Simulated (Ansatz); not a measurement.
# GaN (P6_3mc): the host for defect calculations, part 3 of 3

Aim: the runs on the perfect crystal GaN (P6_3mc) that a defect calculation needs first.

Ansatz 0.2.0; plane-wave PAW DFT, r2SCAN; relaxation of the host's cell and atoms; PAW set soft_1 (the session's first sound run).

So far. Step 3 (Dielectric tensors of the host): The principal values of the electronic dielectric tensor are 5.83, 5.83 and 6.02. The principal values of the static dielectric tensor are 10.10, 10.10 and 11.19.

**8. Defect free supercell at the quarter point**

Level of this step: plane-wave PAW DFT, r2SCAN; single point of the defect-free host, a test of the k-point sampling; PAW set soft_1 (Ansatz).

The supercell is run at one point off the zone centre, to see how far that sampling misses the dense mesh.

File pristine.sampling_quarter/input.yaml:

```yaml
crystal:
  lattice:
    - [9.5498178172, 0.0, 0.0]
    - [-4.7749089086, 8.2703848312, 0.0]
    - [0.0, 0.0, 10.3676634614]
  atoms:
    - { symbol: Ga, position: [0.2222222222, 0.1111111111, 0.2495531182] }
    - { symbol: Ga, position: [0.1111111111, 0.2222222222, 0.4995531182] }
    - { symbol: "N", position: [0.2222222222, 0.1111111111, 0.4379468818] }
    - { symbol: "N", position: [0.1111111111, 0.2222222222, 0.1879468818] }
    - { symbol: Ga, position: [0.2222222222, 0.1111111111, 0.7495531182] }
    - { symbol: Ga, position: [0.1111111111, 0.2222222222, 0.9995531182] }
    - { symbol: "N", position: [0.2222222222, 0.1111111111, 0.9379468818] }
    - { symbol: "N", position: [0.1111111111, 0.2222222222, 0.6879468818] }
    - { symbol: Ga, position: [0.2222222222, 0.4444444444, 0.2495531182] }
    - { symbol: Ga, position: [0.1111111111, 0.5555555556, 0.4995531182] }
    - { symbol: "N", position: [0.2222222222, 0.4444444444, 0.4379468818] }
    - { symbol: "N", position: [0.1111111111, 0.5555555556, 0.1879468818] }
    - { symbol: Ga, position: [0.2222222222, 0.4444444444, 0.7495531182] }
    - { symbol: Ga, position: [0.1111111111, 0.5555555556, 0.9995531182] }
    - { symbol: "N", position: [0.2222222222, 0.4444444444, 0.9379468818] }
    - { symbol: "N", position: [0.1111111111, 0.5555555556, 0.6879468818] }
    - { symbol: Ga, position: [0.2222222222, 0.7777777778, 0.2495531182] }
    - { symbol: Ga, position: [0.1111111111, 0.8888888889, 0.4995531182] }
    - { symbol: "N", position: [0.2222222222, 0.7777777778, 0.4379468818] }
    - { symbol: "N", position: [0.1111111111, 0.8888888889, 0.1879468818] }
    - { symbol: Ga, position: [0.2222222222, 0.7777777778, 0.7495531182] }
    - { symbol: Ga, position: [0.1111111111, 0.8888888889, 0.9995531182] }
    - { symbol: "N", position: [0.2222222222, 0.7777777778, 0.9379468818] }
    - { symbol: "N", position: [0.1111111111, 0.8888888889, 0.6879468818] }
    - { symbol: Ga, position: [0.5555555556, 0.1111111111, 0.2495531182] }
    - { symbol: Ga, position: [0.4444444444, 0.2222222222, 0.4995531182] }
    - { symbol: "N", position: [0.5555555556, 0.1111111111, 0.4379468818] }
    - { symbol: "N", position: [0.4444444444, 0.2222222222, 0.1879468818] }
    - { symbol: Ga, position: [0.5555555556, 0.1111111111, 0.7495531182] }
    - { symbol: Ga, position: [0.4444444444, 0.2222222222, 0.9995531182] }
    - { symbol: "N", position: [0.5555555556, 0.1111111111, 0.9379468818] }
    - { symbol: "N", position: [0.4444444444, 0.2222222222, 0.6879468818] }
    - { symbol: Ga, position: [0.5555555556, 0.4444444444, 0.2495531182] }
    - { symbol: Ga, position: [0.4444444444, 0.5555555556, 0.4995531182] }
    - { symbol: "N", position: [0.5555555556, 0.4444444444, 0.4379468818] }
    - { symbol: "N", position: [0.4444444444, 0.5555555556, 0.1879468818] }
    - { symbol: Ga, position: [0.5555555556, 0.4444444444, 0.7495531182] }
    - { symbol: Ga, position: [0.4444444444, 0.5555555556, 0.9995531182] }
    - { symbol: "N", position: [0.5555555556, 0.4444444444, 0.9379468818] }
    - { symbol: "N", position: [0.4444444444, 0.5555555556, 0.6879468818] }
    - { symbol: Ga, position: [0.5555555556, 0.7777777778, 0.2495531182] }
    - { symbol: Ga, position: [0.4444444444, 0.8888888889, 0.4995531182] }
    - { symbol: "N", position: [0.5555555556, 0.7777777778, 0.4379468818] }
    - { symbol: "N", position: [0.4444444444, 0.8888888889, 0.1879468818] }
    - { symbol: Ga, position: [0.5555555556, 0.7777777778, 0.7495531182] }
    - { symbol: Ga, position: [0.4444444444, 0.8888888889, 0.9995531182] }
    - { symbol: "N", position: [0.5555555556, 0.7777777778, 0.9379468818] }
    - { symbol: "N", position: [0.4444444444, 0.8888888889, 0.6879468818] }
    - { symbol: Ga, position: [0.8888888889, 0.1111111111, 0.2495531182] }
    - { symbol: Ga, position: [0.7777777778, 0.2222222222, 0.4995531182] }
    - { symbol: "N", position: [0.8888888889, 0.1111111111, 0.4379468818] }
    - { symbol: "N", position: [0.7777777778, 0.2222222222, 0.1879468818] }
    - { symbol: Ga, position: [0.8888888889, 0.1111111111, 0.7495531182] }
    - { symbol: Ga, position: [0.7777777778, 0.2222222222, 0.9995531182] }
    - { symbol: "N", position: [0.8888888889, 0.1111111111, 0.9379468818] }
    - { symbol: "N", position: [0.7777777778, 0.2222222222, 0.6879468818] }
    - { symbol: Ga, position: [0.8888888889, 0.4444444444, 0.2495531182] }
    - { symbol: Ga, position: [0.7777777778, 0.5555555556, 0.4995531182] }
    - { symbol: "N", position: [0.8888888889, 0.4444444444, 0.4379468818] }
    - { symbol: "N", position: [0.7777777778, 0.5555555556, 0.1879468818] }
    - { symbol: Ga, position: [0.8888888889, 0.4444444444, 0.7495531182] }
    - { symbol: Ga, position: [0.7777777778, 0.5555555556, 0.9995531182] }
    - { symbol: "N", position: [0.8888888889, 0.4444444444, 0.9379468818] }
    - { symbol: "N", position: [0.7777777778, 0.5555555556, 0.6879468818] }
    - { symbol: Ga, position: [0.8888888889, 0.7777777778, 0.2495531182] }
    - { symbol: Ga, position: [0.7777777778, 0.8888888889, 0.4995531182] }
    - { symbol: "N", position: [0.8888888889, 0.7777777778, 0.4379468818] }
    - { symbol: "N", position: [0.7777777778, 0.8888888889, 0.1879468818] }
    - { symbol: Ga, position: [0.8888888889, 0.7777777778, 0.7495531182] }
    - { symbol: Ga, position: [0.7777777778, 0.8888888889, 0.9995531182] }
    - { symbol: "N", position: [0.8888888889, 0.7777777778, 0.9379468818] }
    - { symbol: "N", position: [0.7777777778, 0.8888888889, 0.6879468818] }
basis:
  ecutwfc: 500
  xc_grid: 2
hamiltonian:
  xc: r2scan
  pseudopotentials: { kind: paw, azcp: { folder: soft_1 } }
kpoints:
  mp_grid: { grid: [1, 1, 1], shift: [0.25, 0.25, 0.25] }
scf:
  occupations: { method: fermi_dirac, width: 0.01 }
  max_iter: 100
  lower_state_search: "off"
checkpoint:
  write: "../pristine.sampling_quarter.run"
  compress: false
  write_wavefunctions: false
  write_every: 100000
```

The run is started by

```bash
ansatz run input.yaml --threads 32 --pin off --max-ram 84787MiB --backend cuda --events-out ev --progress --plain --runs-dir out --max-vram 78GiB
```

Numbers of over 12 decimals in the logs are rounded to 6 here.

Log:

```text
[...]
GPU FFT provider: cuFFT
GPU libraries: cuBLAS 13.8.1, cuFFT 12.4.0, cuSOLVER 12.3.2
[...]
Crystal: 72 atoms, lattice volume = 818.845 Å³
Basis set: ecut = 500 eV, 20899 PW (Γ), exchange–correlation on 144×144×160 points (8 copies of the dense FFT grid, shifted against one another)
Bands: 396, of which v1, the nominal top of the filled ones, is band 324 counted from 1 (323 counted from 0)
Symmetry: 36 space group operations
k-points: 1
[...]
GPU buffer pool allocated for 414720 grid points (all kernels)
[...]
SCF iter   1: F=-150320.435810 eV  HF=-150368.505536 eV  |Δ(HF+E_count)|=         —  Δρ=1.15e-1  dr2=8.74e1  dr2_τ=1.02e1  Hψ=1353
[...]
SCF iter  10: F=-150351.680114 eV  HF=-150351.680114 eV  |Δ(HF+E_count)|=   5.05e-8  Δρ=7.37e-7  dr2=3.99e-9  dr2_τ=8.35e-11  Hψ=703
SCF 1 converged in 10 iterations: F = -150351.680114 eV  dr2 = 3.99e-9
[...]
SCF converged after 10 iterations
Free energy (F): -150351.680114 eV
[...]
Internal energy: -150351.680114 eV  (E = F + TS)
E sigma→0 (E₀):  -150351.680114 eV
Fermi energy:    11.224392 eV
[...]
```

Run time: 2.3 s. Hardware: 1 × NVIDIA GB200 with 32 threads of Arm Neoverse V2, shared host; peak memory 1.4 GiB.

**9. Results**

- primitive cell vectors, lengths: 3.183, 3.183, 5.184 Å
- electronic dielectric constant: principal values (5.83, 5.83, 6.02)
- static dielectric constant: principal values (10.10, 10.10, 11.19)
- gap on the k-mesh of the response run (PBEsol): 1.88 eV
- supercell relaxed in its symmetry less the displaced and relaxed one: 0.000 eV
- energy an atom at the zone centre alone less that on the dense mesh: 0.072 eV
- energy an atom at one point at (¼, ¼, ¼) less that on the dense mesh: -0.023 eV

**Reading.** Step 5: The energy fell by 2.673 eV from the randomly displaced start; the atoms end within 0.005 Å of the sites as typed, once the mean shift is taken out. The displaced cell ends within 0.01 eV of the symmetric one relaxed in its symmetry, so no lower structure shows in this supercell. The k-mesh can miss the band edges, so this gap is an upper bound at this level. All at zero temperature.

[Logs are printed without paths, hosts, clocks, repeated set-up lines and the standing remarks that a program may print on its own settings, such as how far it seeks lower states.]

[Hosts, paths, dates, database ids (printed as entryN), source tags and the programs' standing remarks are cut or masked in the printed files.]

[Runs of the host that timed out are not shown.]

[For some hosts the program warned that the k-mesh of the response run may be too coarse for force constants and the static dielectric constant; such warnings are not always shown.]

[The program warned that the k-mesh of a response run behind this text may be too coarse: force constants, and the static dielectric constant and all else formed from them, are not shown converged.]
